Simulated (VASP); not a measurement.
Runs of VASP 6.6.1 on Ga2O3. It takes space group C2/m (No. 12, monoclinic). The conventional cell has a = 12.214 Å, b = 3.037 Å, c = 5.798 Å, α = 90.00°, β = 103.83°, γ = 90.00°. Ga (site symmetry m) is surrounded by 6 O at 1.94 to 2.07 Å. Ga (site symmetry m) has 4 O at 1.83 to 1.86 Å as nearest neighbours. Around O (site symmetry m) lie 3 Ga at 1.83 to 1.94 Å. Around O (site symmetry m) lie 4 Ga at 1.86 to 2.07 Å. Around O (site symmetry m) lie 3 Ga at 1.83 to 1.94 Å. 

```csv
task,level,potentials or basis,cell,k mesh,cutoff (eV),smearing,mesh quality,gap on the mesh (eV),pressure (GPa),relaxed volume (Å³/atom),largest force (eV/Å)
relaxation of cell and atoms,PBE,"VASP PAW PBE potentials, release 64 (Ga_d, O)",relaxed,7 × 7 × 4,600,fermi-dirac 0.05 eV,not flagged,1.98,0.0,(a),0.01
band structure,revPBE,"VASP PAW PBE potentials, release 64 (Ga_d, O)",as given,9 × 9 × 5,520,fermi-dirac 0.05 eV,not flagged,(b),-,-,-
band structure,PBE,"VASP PAW PBE potentials, release 64 (Ga_d, O)",as given,7 × 7 × 4,520,fermi-dirac 0.05 eV,not flagged,2.42,10.2,-,0.24
band structure,PBE,"VASP PAW PBE potentials, release 64 (Ga_d, O)",as given,9 × 9 × 5,520,fermi-dirac 0.05 eV,not flagged,2.42,-,-,-
relaxation of cell and atoms,PBE,"VASP PAW PBE potentials, release 64 (Ga, O)",relaxed,9 × 9 × 5,580,fermi-dirac 0.05 eV,not flagged,1.83,0.0,11.14,0.01
single point,PBE,"VASP PAW PBE potentials, release 64 (Ga_d, O)",as given,9 × 9 × 5,520,gaussian 0.013 eV,not flagged,2.42,10.2,-,0.24
relaxation of cell and atoms,PBEsol+D4,"VASP PAW PBE potentials, release 64 (Ga_d, O)",relaxed,7 × 7 × 4,600,fermi-dirac 0.05 eV,not flagged,(c),0.0,10.40,0.01
dielectric tensor,PBE,"VASP PAW PBE potentials, release 64 (Ga_d, O)",as given,5 × 5 × 3,520,gaussian 0.02 eV,coarse,2.44,-,-,-
```

Alike in all rows: no spin polarisation.

Fill in the values left out.

(a) 10.99; (b) 2.50; (c) 2.35.

Caveats: some runs use coarse meshes; an odd mesh through Γ misses points on the zone boundary, where band edges often lie (some runs); the PAW data sets were made with another functional, which shifts forces and pressure a little (some runs).

A k mesh can miss the band edges, and the runs leave out spin-orbit coupling on Ga.

Not every run made on this cell is shown here.
